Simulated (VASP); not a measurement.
Set up this calculation in VASP 6.6.1, as the native input.

- Task: band structure
- Functional: LDA
- Potentials or basis: VASP PAW LDA potentials, release 64 (Tl_d, Br)
- Cutoff: 520 eV
- k mesh: 8 × 8 × 8
- Occupations: gaussian, width 0.02 eV
- Spin: no spin polarisation
- Ladder: free
- Further INCAR settings: ALGO = Fast; EDIFF = 1e-07; NBANDS = 17

The structure of TlBr lies in POSCAR:

```
TlBr
1.0
    3.9800000000      0.0000000000      0.0000000000
    0.0000000000      3.9800000000      0.0000000000
    0.0000000000      0.0000000000      3.9800000000
Tl Br
1 1
Direct
    0.0000000000      0.0000000000      0.0000000000
    0.5000000000      0.5000000000      0.5000000000
```

The input as run:

INCAR

```
PREC = Accurate ; ENCUT = 520
EDIFF = 1E-7 ; ISMEAR = 0
SIGMA = 0.02 ; LREAL = False
LASPH = True ; NELM = 80
ALGO = Fast ; ISIF = 2
LWAVE = False ; LCHARG = False
GGA = CA ; NBANDS = 17
```

KPOINTS

```
regular mesh
0
Gamma
  8 8 8
```

KPOINTS_OPT

```
path GXMGRX,MR
20
line-mode
reciprocal
 0.0000000000  0.0000000000  0.0000000000  G
 0.0000000000  0.5000000000  0.0000000000  X

 0.0000000000  0.5000000000  0.0000000000  X
 0.5000000000  0.5000000000  0.0000000000  M

 0.5000000000  0.5000000000  0.0000000000  M
 0.0000000000  0.0000000000  0.0000000000  G

 0.0000000000  0.0000000000  0.0000000000  G
 0.5000000000  0.5000000000  0.5000000000  R

 0.5000000000  0.5000000000  0.5000000000  R
 0.0000000000  0.5000000000  0.0000000000  X

 0.5000000000  0.5000000000  0.0000000000  M
 0.5000000000  0.5000000000  0.5000000000  R
```

Potentials or basis: VASP PAW LDA potentials, release 64 (Tl_d, Br).

The run is started by

```sh
$ cat potpaw_LDA.64/Tl_d/POTCAR potpaw_LDA.64/Br/POTCAR > POTCAR
$ mpirun -np 1 vasp_std > vasp.out
```

Results of the run:

The pressure is -2.7 GPa, the band gap on the k mesh is 1.65 eV, direct and the band gap along the path is 1.65 eV, direct.

Caveat: spin-orbit coupling is left out, which as a rule narrows the gap of such compounds by several tenths of an eV.

It took 72 s on 1 thread of Intel(R) Xeon(R) Platinum 8259CL CPU @ 2.50GHz (Skylake/Cascade Lake), on a shared host, peak memory 0.19 GiB.
